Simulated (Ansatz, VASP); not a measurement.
# Two plane-wave programs on BaTe

```xyz
2
Lattice="0.0000 3.3639 3.3639 3.3639 0.0000 3.3639 3.3639 3.3639 0.0000" Properties=species:S:1:pos:R:3 pbc="T T T"
Ba    3.3639    3.3639    3.3639
Te    0.0000    0.0000    0.0000
```

Alike in both runs: task single point; functional PBE; k mesh 6 × 6 × 6; occupations gaussian, width 0.05 eV; non-collinear spin, spin-orbit coupling.

```csv
,VASP,Ansatz
version,VASP 6.6.1,Ansatz 0.2.0
potentials or method,"VASP PAW PBE potentials, release 64 (Ba_sv, Te)","plane waves, PAW"
plane-wave cutoff (eV),520,420
valence electrons in the cell,16,26
```

```tsv
	VASP	Ansatz	Ansatz less VASP
gap on the k mesh at the Fermi level (eV)	0.92	1.04	+0.118
least direct gap on the mesh (eV)	1.28	1.35	+0.075
pressure (GPa)	6.3	5.8	-0.52
net moment per atom (μB)	0.00	0.00	0.000
```

The two sets of potentials don't hold the same shells in valence.
